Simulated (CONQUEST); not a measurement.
The system is SiC (Moissanite).

```
Si C
1.0
     3.07600    0.00000    0.00000
     0.00000    5.04800    0.00000
     0.00000    0.00000    5.32779
Si C
4 4
Direct
  0.49312 0.50824 0.83088
  0.99312 0.50824 0.33088
  0.49343 0.00133 0.16720
  0.99343 0.00133 0.66720
  0.49583 0.88747 0.84341
  0.99583 0.88747 0.34341
  0.49802 0.38002 0.17107
  0.99802 0.38002 0.67107
```

The cell isn't the ideal one: atoms moved at random, drawn with an rms of 0.05 Å.

Base run:

```yaml
Program: CONQUEST 1.3
Functional: PBE
Potentials_or_basis: PseudoDojo NC PBE, SZ, grid cutoff 120 Ha
k_mesh: 6 × 4 × 4
Occupations: fermi-dirac, width 0.05 eV
Spin: no spin polarisation
```

Its results: band gap on the k mesh 5.06 eV; pressure 27.3 GPa; largest force 2.142 eV/Å.

Task: The run is repeated on the same cell with these changes: potentials or basis from PseudoDojo NC PBE, SZ, grid cutoff 120 Ha to PseudoDojo NC PBE, DZ, grid cutoff 120 Ha. What comes out?

Result: Band gap on the k mesh 2.61 eV; pressure 20.5 GPa; largest force 1.794 eV/Å.

Caveats: the atomic basis is small; the box holds several primitive cells, so bands are folded and the points are those of the box's own zone; the basis of atomic orbitals isn't converged, which shifts pressures, moduli and gaps.

A k mesh can miss the band edges.
